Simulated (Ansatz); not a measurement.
# Nickel, bcc under LDA: structure, energy and stiffness, part 2 of 2

What does LDA give for nickel in the bcc structure? We relax it, solve it on a dense k-mesh, switch on spin-orbit coupling, then scale the cell to 7 volumes from 88 to 112 % of the relaxed one and try a fit of the equation of state. The start is antiferromagnetic (CsCl-type). The k-meshes are 11×11×11 for the relaxation; 19×19×19 for the dense run; 12×12×12 for spin-orbit coupling; 19×19×19 for the volumes.

Ansatz 0.2.0; DFT, LDA (PW92), plane waves (420 eV) with PAW, scalar-relativistic. The steps go on from the part before.

## (5) Volume × 0.88

This is Ni in the bcc structure; at room conditions it is fcc.

input.yaml reads:

```yaml
crystal:
  lattice:
    - [2.6045939526, 0.0, 0.0]
    - [0.0, 2.6045939526, 0.0]
    - [0.0, 0.0, 2.6045939526]
  atoms:
    - { symbol: Ni, position: [0.0, 0.0, 0.0], spin: 0.329 }
    - { symbol: Ni, position: [0.5, 0.5, 0.5], spin: 0.329 }
hamiltonian:
  xc: lda
  pseudopotentials:
    kind: paw
    azcp:
      Ni: "pseudopotentials/Ni.paw.azcp"
basis:
  ecutwfc: 420
  fft_grid_basis: typed
kpoints:
  mp_grid: { grid: [19, 19, 19], shift: [0, 0, 0] }
magnetization:
  spin_polarized: true
scf:
  occupations: { method: fermi_dirac, width: 0.05 }
output:
  stress: true
```

What it wrote, cut to the lines that bear on the results:

```text
Warning: <dir> the record states the generating functional pbe (its physics header spells it `PBE`), which answers neither for hamiltonian.xc's functional nor for the lda family's — results may be inconsistent (PPs are generated against a specific XC)
Warning: RAYON_NUM_THREADS=2 ignored (pool sized by the plan → 2); use --threads N
[...]
Pseudopotentials: kind: paw
Pseudopotential: Ni, paw, valence charge 18, recommended cutoff 420 eV (normal), <dir>
Functional definition: SPW92
[...]
Crystal: 2 atoms, lattice volume = 17.669 Å³
Basis set: ecut = 420 eV, 341 PW (Γ)
Bands: 23, of which v1, the nominal top of the filled ones, is band 18 counted from 1 (17 counted from 0)
Symmetry: 96 space group operations
[...]
WARN: the starting moments were not kept: the SCF closed with an absolute magnetisation of 3.3e-6 μB, where they sum to 0.658 μB in size (2 sites). That is at most 0.1 of that sum. Measured as dr2_m measures the in/out step, that magnetisation stands 1.5e-11 eV from none, at or under the [...]
SCF converged after 13 iterations
Magnetization: -0.0000 μB (18.0000 up, 18.0000 down)
Absolute magnetization: 0.0000 μB (∫|ρ↑−ρ↓|, with the PAW one-centre terms)
Spin contamination: 0.0000 ħ² per cell (⟨S²⟩ above its minimum at these occupations)
Per-site moments (μB) at R_I (Å): [(-1.63429125130619e-6, 0.9304533684166555), (-1.634291251108786e-6, 0.9304533684166555)]
Free energy (F): -11546.261358 eV
[...]
E sigma→0 (E₀):  -11546.248565 eV
Entropy (-TS):   -0.025588 eV (-12.794 meV/atom)
Fermi energy:    22.808779 eV
[...]
--- Stress (GPa, compression-positive) ---
       44.256735       0.000000      -0.000000
       -0.000000      44.256735      -0.000000
        0.000000       0.000000      44.256735
  P = ⅓ Tr σ = 44.2567 GPa (442.567 kbar)
```

Run time: 24 s. Hardware: 2 threads of an Arm CPU, shared host; peak memory 0.41 GiB.

## (6) Volume × 0.92

Changes to input.yaml since step 5:

```diff
@@ -2,5 +2,5 @@
   lattice:
-    - [2.6045939526, 0.0, 0.0]
-    - [0.0, 2.6045939526, 0.0]
-    - [0.0, 0.0, 2.6045939526]
+    - [2.6434742213, 0.0, 0.0]
+    - [0.0, 2.6434742213, 0.0]
+    - [0.0, 0.0, 2.6434742213]
   atoms:
```

What it wrote, cut to the lines that bear on the results:

```text
Warning: <dir> the record states the generating functional pbe (its physics header spells it `PBE`), which answers neither for hamiltonian.xc's functional nor for the lda family's — results may be inconsistent (PPs are generated against a specific XC)
Warning: RAYON_NUM_THREADS=2 ignored (pool sized by the plan → 2); use --threads N
[...]
[... 3 set-up lines as earlier in the session ...]
[...]
Crystal: 2 atoms, lattice volume = 18.472 Å³
Basis set: ecut = 420 eV, 365 PW (Γ)
Bands: 23, of which v1, the nominal top of the filled ones, is band 18 counted from 1 (17 counted from 0)
[... 1 set-up line as earlier in the session ...]
[...]
WARN: the starting moments were not kept: the SCF closed with an absolute magnetisation of 9.7e-6 μB, where they sum to 0.658 μB in size (2 sites). That is at most 0.1 of that sum. Measured as dr2_m measures the in/out step, that magnetisation stands 1.3e-10 eV from none, at or under the [...]
SCF converged after 15 iterations
Magnetization: -0.0000 μB (18.0000 up, 18.0000 down)
Absolute magnetization: 0.0000 μB (∫|ρ↑−ρ↓|, with the PAW one-centre terms)
Spin contamination: 0.0000 ħ² per cell (⟨S²⟩ above its minimum at these occupations)
Per-site moments (μB) at R_I (Å): [(-4.724794055998864e-6, 0.9443427798317233), (-4.724794056009023e-6, 0.9443427798317233)]
Free energy (F): -11546.435644 eV
[...]
E sigma→0 (E₀):  -11546.422008 eV
Entropy (-TS):   -0.027272 eV (-13.636 meV/atom)
Fermi energy:    21.582105 eV
[...]
--- Stress (GPa, compression-positive) ---
       25.997260       0.000000       0.000000
       -0.000000      25.997260       0.000000
        0.000000       0.000000      25.997260
  P = ⅓ Tr σ = 25.9973 GPa (259.973 kbar)
```

It took 26 s on 2 threads of an Arm CPU, shared host; peak memory 0.42 GiB.

## (7) Volume × 0.96

Changes to input.yaml since step 6:

```diff
@@ -2,5 +2,5 @@
   lattice:
-    - [2.6434742213, 0.0, 0.0]
-    - [0.0, 2.6434742213, 0.0]
-    - [0.0, 0.0, 2.6434742213]
+    - [2.6812432415, 0.0, 0.0]
+    - [0.0, 2.6812432415, 0.0]
+    - [0.0, 0.0, 2.6812432415]
   atoms:
@@ -25 +25,5 @@
   stress: true
+  write_density: true
+  write_potential: true
+  elf: true
+  volumetric_format: npy
```

What it wrote, cut to the lines that bear on the results:

```text
Warning: <dir> the record states the generating functional pbe (its physics header spells it `PBE`), which answers neither for hamiltonian.xc's functional nor for the lda family's — results may be inconsistent (PPs are generated against a specific XC)
Warning: RAYON_NUM_THREADS=2 ignored (pool sized by the plan → 2); use --threads N
[...]
[... 3 set-up lines as earlier in the session ...]
[...]
Crystal: 2 atoms, lattice volume = 19.276 Å³
Basis set: ecut = 420 eV, 389 PW (Γ)
Bands: 23, of which v1, the nominal top of the filled ones, is band 18 counted from 1 (17 counted from 0)
[... 1 set-up line as earlier in the session ...]
[...]
WARN: the starting moments were not kept: the SCF closed with an absolute magnetisation of 5.2e-7 μB, where they sum to 0.658 μB in size (2 sites). That is at most 0.1 of that sum. Measured as dr2_m measures the in/out step, that magnetisation stands 3.5e-13 eV from none, at or under the [...]
SCF converged after 18 iterations
Magnetization: -0.0000 μB (18.0000 up, 18.0000 down)
Absolute magnetization: 0.0000 μB (∫|ρ↑−ρ↓|, with the PAW one-centre terms)
Spin contamination: 0.0000 ħ² per cell (⟨S²⟩ above its minimum at these occupations)
Per-site moments (μB) at R_I (Å): [(-2.373680530640268e-7, 0.9578352138565381), (-2.373680532541701e-7, 0.9578352138565381)]
Free energy (F): -11546.528323 eV
[...]
E sigma→0 (E₀):  -11546.513839 eV
Entropy (-TS):   -0.028970 eV (-14.485 meV/atom)
Fermi energy:    20.458577 eV
[...]
--- Stress (GPa, compression-positive) ---
       11.544747       0.000000       0.000000
       -0.000000      11.544747       0.000000
       -0.000000       0.000000      11.544747
  P = ⅓ Tr σ = 11.5447 GPa (115.447 kbar)
--- Band table (eV; the first three rows and the last of 440) ---
[... band rows left out ...]
[...]
```

Run time: 89 s. Hardware: 2 threads of an Arm CPU, shared host; peak memory 0.9 GiB.

## (8) Volume × 1.0

Changes to input.yaml since step 7:

```diff
@@ -2,5 +2,5 @@
   lattice:
-    - [2.6812432415, 0.0, 0.0]
-    - [0.0, 2.6812432415, 0.0]
-    - [0.0, 0.0, 2.6812432415]
+    - [2.7179771657, 0.0, 0.0]
+    - [0.0, 2.7179771657, 0.0]
+    - [0.0, 0.0, 2.7179771657]
   atoms:
@@ -25,5 +25 @@
   stress: true
-  write_density: true
-  write_potential: true
-  elf: true
-  volumetric_format: npy
```

What it wrote, cut to the lines that bear on the results:

```text
Warning: <dir> the record states the generating functional pbe (its physics header spells it `PBE`), which answers neither for hamiltonian.xc's functional nor for the lda family's — results may be inconsistent (PPs are generated against a specific XC)
Warning: RAYON_NUM_THREADS=2 ignored (pool sized by the plan → 2); use --threads N
[...]
[... 3 set-up lines as earlier in the session ...]
[...]
Crystal: 2 atoms, lattice volume = 20.079 Å³
Basis set: ecut = 420 eV, 389 PW (Γ)
[...]
Magnetization: 0.6348 μB (18.3174 up, 17.6826 down)
Absolute magnetization: 0.6826 μB (∫|ρ↑−ρ↓|, with the PAW one-centre terms)
Spin contamination: 0.0027 ħ² per cell (⟨S²⟩ above its minimum at these occupations)
Per-site moments (μB) at R_I (Å): [(0.3285123675745963, 0.9709578748659186), (0.3285123675745963, 0.9709578748659186)]
Free energy (F): -11546.557548 eV
[...]
E sigma→0 (E₀):  -11546.543003 eV
Entropy (-TS):   -0.029089 eV (-14.544 meV/atom)
Fermi energy:    19.441838 eV
[...]
--- Stress (GPa, compression-positive) ---
        0.740324       0.000000      -0.000000
       -0.000000       0.740324       0.000000
       -0.000000       0.000000       0.740324
  P = ⅓ Tr σ = 0.7403 GPa (7.403 kbar)
```

It took 11 s on 2 threads of an Arm CPU, shared host; peak memory 0.42 GiB.

## (9) Volume × 1.04

Changes to input.yaml since step 8:

```diff
@@ -2,5 +2,5 @@
   lattice:
-    - [2.7179771657, 0.0, 0.0]
-    - [0.0, 2.7179771657, 0.0]
-    - [0.0, 0.0, 2.7179771657]
+    - [2.7537441248, 0.0, 0.0]
+    - [0.0, 2.7537441248, 0.0]
+    - [0.0, 0.0, 2.7537441248]
   atoms:
```

What it wrote, cut to the lines that bear on the results:

```text
Warning: <dir> the record states the generating functional pbe (its physics header spells it `PBE`), which answers neither for hamiltonian.xc's functional nor for the lda family's — results may be inconsistent (PPs are generated against a specific XC)
Warning: RAYON_NUM_THREADS=2 ignored (pool sized by the plan → 2); use --threads N
[...]
[... 3 set-up lines as earlier in the session ...]
[...]
Crystal: 2 atoms, lattice volume = 20.882 Å³
Basis set: ecut = 420 eV, 437 PW (Γ)
[...]
Magnetization: 0.9014 μB (18.4507 up, 17.5493 down)
Absolute magnetization: 0.9740 μB (∫|ρ↑−ρ↓|, with the PAW one-centre terms)
Spin contamination: 0.0048 ħ² per cell (⟨S²⟩ above its minimum at these occupations)
Per-site moments (μB) at R_I (Å): [(0.46769862630738696, 0.9837351016345651), (0.46769862630738696, 0.9837351016345651)]
Free energy (F): -11546.539201 eV
[...]
E sigma→0 (E₀):  -11546.524202 eV
Entropy (-TS):   -0.029997 eV (-14.999 meV/atom)
Fermi energy:    18.513653 eV
[...]
--- Stress (GPa, compression-positive) ---
       -7.773411      -0.000000       0.000000
        0.000000      -7.773411       0.000000
       -0.000000       0.000000      -7.773411
  P = ⅓ Tr σ = -7.7734 GPa (-77.734 kbar)
```

Wall time 10 s (2 threads of an Arm CPU, shared host); peak memory 0.43 GiB.

## (10) Volume × 1.08

Changes to input.yaml since step 9:

```diff
@@ -2,5 +2,5 @@
   lattice:
-    - [2.7537441248, 0.0, 0.0]
-    - [0.0, 2.7537441248, 0.0]
-    - [0.0, 0.0, 2.7537441248]
+    - [2.7886053462, 0.0, 0.0]
+    - [0.0, 2.7886053462, 0.0]
+    - [0.0, 0.0, 2.7886053462]
   atoms:
@@ -25 +25,5 @@
   stress: true
+  write_density: true
+  write_potential: true
+  elf: true
+  volumetric_format: npy
```

What it wrote, cut to the lines that bear on the results:

```text
Warning: <dir> the record states the generating functional pbe (its physics header spells it `PBE`), which answers neither for hamiltonian.xc's functional nor for the lda family's — results may be inconsistent (PPs are generated against a specific XC)
Warning: RAYON_NUM_THREADS=2 ignored (pool sized by the plan → 2); use --threads N
[...]
[... 3 set-up lines as earlier in the session ...]
[...]
Crystal: 2 atoms, lattice volume = 21.685 Å³
Basis set: ecut = 420 eV, 437 PW (Γ)
[...]
Spin contamination: 0.0063 ħ² per cell (⟨S²⟩ above its minimum at these occupations)
Per-site moments (μB) at R_I (Å): [(0.5364729050650467, 0.9961887667620484), (0.5364729050650467, 0.9961887667620484)]
Free energy (F): -11546.482225 eV
[...]
E sigma→0 (E₀):  -11546.466802 eV
Entropy (-TS):   -0.030847 eV (-15.423 meV/atom)
Fermi energy:    17.651631 eV
[...]
--- Stress (GPa, compression-positive) ---
      -14.710694      -0.000000       0.000000
       -0.000000     -14.710694       0.000000
        0.000000      -0.000000     -14.710694
  P = ⅓ Tr σ = -14.7107 GPa (-147.107 kbar)
--- Band table (eV; the first three rows and the last of 440) ---
[... band rows left out ...]
[...]
```

Wall time 12 s (2 threads of an Arm CPU, shared host); peak memory 0.44 GiB.

## (11) Volume × 1.12

Changes to input.yaml since step 10:

```diff
@@ -2,5 +2,5 @@
   lattice:
-    - [2.7886053462, 0.0, 0.0]
-    - [0.0, 2.7886053462, 0.0]
-    - [0.0, 0.0, 2.7886053462]
+    - [2.8226160804, 0.0, 0.0]
+    - [0.0, 2.8226160804, 0.0]
+    - [0.0, 0.0, 2.8226160804]
   atoms:
@@ -25,5 +25 @@
   stress: true
-  write_density: true
-  write_potential: true
-  elf: true
-  volumetric_format: npy
```

What it wrote, cut to the lines that bear on the results:

```text
Warning: <dir> the record states the generating functional pbe (its physics header spells it `PBE`), which answers neither for hamiltonian.xc's functional nor for the lda family's — results may be inconsistent (PPs are generated against a specific XC)
Warning: RAYON_NUM_THREADS=2 ignored (pool sized by the plan → 2); use --threads N
[...]
[... 3 set-up lines as earlier in the session ...]
[...]
Crystal: 2 atoms, lattice volume = 22.488 Å³
Basis set: ecut = 420 eV, 461 PW (Γ)
[...]
Magnetization: 1.1017 μB (18.5508 up, 17.4492 down)
Absolute magnetization: 1.1981 μB (∫|ρ↑−ρ↓|, with the PAW one-centre terms)
Spin contamination: 0.0074 ħ² per cell (⟨S²⟩ above its minimum at these occupations)
Per-site moments (μB) at R_I (Å): [(0.5733883515641038, 1.0083386076872045), (0.5733883515641038, 1.0083386076872045)]
Free energy (F): -11546.393930 eV
[...]
E sigma→0 (E₀):  -11546.378110 eV
Entropy (-TS):   -0.031640 eV (-15.820 meV/atom)
Fermi energy:    16.849079 eV
[...]
--- Stress (GPa, compression-positive) ---
      -20.308361      -0.000000      -0.000000
        0.000000     -20.308361       0.000000
        0.000000      -0.000000     -20.308361
  P = ⅓ Tr σ = -20.3084 GPa (-203.084 kbar)
```

Run time: 9.4 s. Hardware: 2 threads of an Arm CPU, shared host; peak memory 0.44 GiB.

## (12) The equation of state

The cell was scaled evenly, with its shape and the fractional positions fixed.

```tsv
V (Å³/atom)	E − lowest (meV/atom)	P from the stress (GPa)	largest moment (μB)
8.835	147.2	44.26	0.00
9.236	60.5	26.00	0.00
9.638	14.6	11.54	0.00
10.039	0.0	0.74	0.33
10.441	9.4	-7.77	0.47
10.843	38.1	-14.71	0.54
11.244	82.4	-20.31	0.57
```

No single fit is made: the magnetic state changes along the curve.

## (13) What came out

The summary covers parts 1 to 2.

| quantity | value |
| --- | --- |
| space group (spins left aside) | Im-3m (No. 229) |
| conventional cell | a = 2.718 Å |
| volume | 10.039 Å³/atom |
| shortest distance | 2.354 Å |
| gap on the mesh | none (levels filled in part) |
| magnetic state | ferromagnetic, up to 0.33 μB per atom |
| relative to fcc, ferromagnetic | +107 meV/atom |
| magnetic state with spin-orbit coupling | ferromagnetic, up to 0.40 μB per atom |

From the guessed start the volume shrank by 8.2 % in 6 steps. It lies 107 meV/atom above the element's reference form at the same level (fcc, ferromagnetic, from a run of its own). It ends ferromagnetic, with up to 0.33 μB per atom. That is not the order it started in. Levels at the Fermi energy are filled in part, as in a metal. The largest spin moment is 0.40 μB in the spin-orbit run and 0.33 μB without; mesh and site projection of the two kinds of run can differ, so the change can't be laid on spin-orbit coupling. The total energy of the spin-orbit run lies -0.30 eV/atom from the scalar one, but the two kinds of run don't share a zero of energy: only differences within one kind count. Relaxation kept the symmetry; phonons were not checked.
